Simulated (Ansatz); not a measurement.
The system is TiTe2.

```
CELL_PARAMETERS angstrom
3.77700 0.00000 0.00000
-1.88850 3.27098 0.00000
0.00000 0.00000 6.49800
ATOMIC_POSITIONS crystal
Te 0.33333 0.66667 0.73720
Te 0.66667 0.33333 0.26280
Ti 0.00000 0.00000 0.00000
```

```yaml
Program: Ansatz 0.2.0
Task: relaxation of cell and atoms
Functional: PBEsol
Potentials_or_basis: Ansatz PAW
Cutoff: "420 eV (not typed: the program's choice for these potentials)"
k_mesh: 8 × 8 × 4
Occupations: fermi-dirac, width 0.05 eV
Spin: no spin polarisation
```

At the start: volume 26.76 Å³/atom.

Task: Where does the relaxation end?

Result: It ends after 6 steps and the volume is 25.40 Å³/atom (-5.1 %); space group P-3m1 (No. 164, to 0.05 Å).

Step by step:
```
step  energy change (eV)  largest force (eV/Å)  volume (Å³)
   1              0.0000                0.1278        80.28
   2             -0.0035                0.0997        72.66
   3             -0.0243                0.1453        76.88
   4             -0.0275                0.0007        76.37
   5             -0.0276                0.0040        76.20
   6             -0.0269                0.0039        76.20
```

Final structure:
```
Te Ti
1.0
     3.70582    0.00000    0.00000
    -1.85291    3.20933    0.00000
     0.00000    0.00000    6.40669
Te Ti
2 1
Cartesian
  0.0000 2.1396 4.6906
  1.8529 1.0698 1.7160
  0.0000 0.0000 0.0000
```

Caveat: the plane-wave basis is chosen anew once the cell has moved, so the energies of steps on either side of that aren't comparable; this functional lacks dispersion, which binds the layers, so the pressure and a relaxed spacing across them are unreliable; the PAW data sets come from PBE, with cores solved anew for the run's functional, which leaves a small shift of forces and pressure.
